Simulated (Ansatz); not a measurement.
# How far is this HfO₂ from the hull?

Computed with Ansatz, DFT PBE, scalar-relativistic, plane waves, PAW. Settings: cutoff 420 eV, Γ-centred meshes spaced at most about 0.3 Å⁻¹ (2π included), Gaussian smearing. No spin polarisation.

Energies over the elements count from the elements' standard structures at the same level (O₂ as a molecule), with no fitted energy shifts.

Temperature and zero-point effects are left out. These runs have no spin–orbit coupling, which can matter for Hf.

The competitors are the elements and 1 reference phase of this chemical system (from databases or known types: HfO2), relaxed at the same level; other known phases may be missing.

The candidate was reached from: HfO2 type (Fm-3m) distorted into a subgroup, changed on relaxing.

```
CELL_PARAMETERS angstrom
0.00000 2.54912 2.54912
2.54912 0.00000 2.54912
2.54912 2.54912 0.00000
ATOMIC_POSITIONS crystal
Hf 0.00000 0.00000 0.00000
O 0.25000 0.25000 0.25000
O 0.75000 0.75000 0.75000
```

Task: Where does it stand against these competitors?

Result: Not the lowest form: another structure of the same formula lies lower. Its formation energy is -3.371 eV/atom. The lowest competing phase at this composition is this:

```json
{"phase": "HfO2", "space group": "P2_1/c (No. 14)", "source": "Materials Project", "share of atoms": "1.0000", "ΔE_f (eV/atom)": "-3.461"}
```

The candidate lies 90 meV/atom above this phase. The same end was reached from a cell as deposited in COD. Checks: imaginary modes on a 4×4×4 q mesh (to 230i cm⁻¹). So it is a saddle point, neither stable nor metastable. It has the fluorite type.
